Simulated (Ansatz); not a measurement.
A strain series on MgO (rocksalt): uniaxial along [111], other directions held

MgO (rocksalt), relaxed with r2SCAN in Ansatz 0.2.0, then strained (uniaxial along [111], other directions held; changes of length per length, axes as in the cell below) with the atoms relaxed again within the symmetry that is left. Space group Fm-3m (No. 225), cubic; a = 4.204 Å in the conventional setting, 9.29 Å³ an atom. Around Mg lie 6 O at 2.10 Å; around O lie 6 Mg at 2.10 Å. No spin polarisation and no zero-point or thermal motion.

```xyz
2
Lattice="0.0000 2.1022 2.1022 2.1022 0.0000 2.1022 2.1022 2.1022 0.0000" Properties=species:S:1:pos:R:3 pbc="T T T"
Mg    0.0000    0.0000    0.0000
O     2.1022    2.1022    2.1022
```

Gaps are the least over each mesh (PBE 10×10×10, r2SCAN 10×10×10, HSE06 8×8×8 when unstrained) and the special points, which keep their unstrained names; stress is the change from the unstrained cell, compression positive.

```
strain (%)  gap, PBE (eV)  gap, r2SCAN (eV)  gap, HSE06 (eV)  edges, HSE06  stress along the strain, r2SCAN (GPa)  energy rise, r2SCAN (meV/atom)
     -2.47          4.911             5.807            6.680             Γ                                  +9.57                             6.8
     -2.46          4.911             5.806            6.680             Γ                                  +9.53                             6.8
     -1.54          4.869             5.762            6.629             Γ                                  +5.90                             2.6
       0.0          4.797             5.685            6.541             Γ                                   0.00                             0.0
      +1.5          4.611             5.492            6.342             Γ                                  -5.53                             2.4
     +3.62          4.343             5.214            6.054             Γ                                 -13.00                            13.8
     +4.51          4.228             5.094            5.930             Γ                                 -16.01                            21.3
```

Between zero and the nearest strains the slope of the HSE06 gap against strain is -0.057 eV per percent for negative and -0.133 for positive strain.

The meshes of the hybrids are coarse, so their gaps aren't converged to the digits shown.
